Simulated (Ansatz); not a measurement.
# Phosphorus, A15 under revPBE: structure and ground-state energy

What does revPBE give for phosphorus in the A15 structure? We relax it, then solve it on a dense k-mesh. Spin polarisation is left out. The k-meshes are 5×5×5 for the relaxation; 7×7×7 for the dense run.

Program: Ansatz 0.2.0. Level of theory: DFT revPBE, plane waves (420 eV) with PAW, scalar-relativistic; PBE-made PAW files. These are calculated values, not measurements.

## (1) The system as given

Symmetry: Pm-3n, No. 223, cubic system. The conventional cell has a = 4.957 Å, b = 4.957 Å, c = 4.957 Å, α = 90.00°, β = 90.00°, γ = 90.00°. P (site symmetry m-3) is surrounded by 12 P at 2.77 Å. P (site symmetry -4m2) has 6 P at 2.48 to 2.77 Å as nearest neighbours.

As a file:

```
CELL_PARAMETERS angstrom
4.95671 0.00000 0.00000
0.00000 4.95671 0.00000
0.00000 0.00000 4.95671
ATOMIC_POSITIONS crystal
P 0.00000 0.00000 0.00000
P 0.50000 0.50000 0.50000
P 0.25000 0.00000 0.50000
P 0.75000 0.00000 0.50000
P 0.50000 0.25000 0.00000
P 0.50000 0.75000 0.00000
P 0.00000 0.50000 0.25000
P 0.00000 0.50000 0.75000
```

## (2) Relaxation of the cell

Input file input.yaml:

```yaml
crystal:
  lattice:
    - [4.9567132665, 0.0, 0.0]
    - [0.0, 4.9567132665, 0.0]
    - [0.0, 0.0, 4.9567132665]
  atoms:
    - { symbol: P, position: [0.0, 0.0, 0.0] }
    - { symbol: P, position: [0.5, 0.5, 0.5] }
    - { symbol: P, position: [0.25, 0.0, 0.5] }
    - { symbol: P, position: [0.75, 0.0, 0.5] }
    - { symbol: P, position: [0.5, 0.25, 0.0] }
    - { symbol: P, position: [0.5, 0.75, 0.0] }
    - { symbol: P, position: [0.0, 0.5, 0.25] }
    - { symbol: P, position: [0.0, 0.5, 0.75] }
hamiltonian:
  xc: revpbe
  pseudopotentials:
    kind: paw
    azcp:
      P: "pseudopotentials/P.paw.azcp"
basis:
  ecutwfc: 420
  fft_grid_basis: typed
kpoints:
  mp_grid: { grid: [5, 5, 5], shift: [0, 0, 0] }
magnetization:
  spin_polarized: false
scf:
  occupations: { method: fermi_dirac, width: 0.1 }
relax:
  max_steps: 60
  f_tol: 0.01
  cell: {}
```

The run is started by

```sh
ansatz run input.yaml --threads 4 --pin off --max-ram 8192MiB --backend cpu --events-out ev --progress --plain --runs-dir out
```

After this run come: The energy on a finer k-mesh.

Before running it: what results should come out? Wanted: space group; conventional cell; volume; shortest distance; gap on the mesh; relative to black phosphorus.

The runs gave:

```
                      quantity                         value
space group (spins left aside)               Pm-3n (No. 223)
             conventional cell                   a = 4.918 Å
                        volume                14.871 Å³/atom
             shortest distance                       2.459 Å
               gap on the mesh  none (levels filled in part)
  relative to black phosphorus                 +940 meV/atom
```

The relaxation shrank the cell by 2.3 % in volume. Against the reference form of phosphorus (black phosphorus, computed apart with the same settings) it stands 940 meV/atom higher. Levels at the Fermi energy are filled in part, as in a metal. Relaxation kept the symmetry; phonons were not checked.
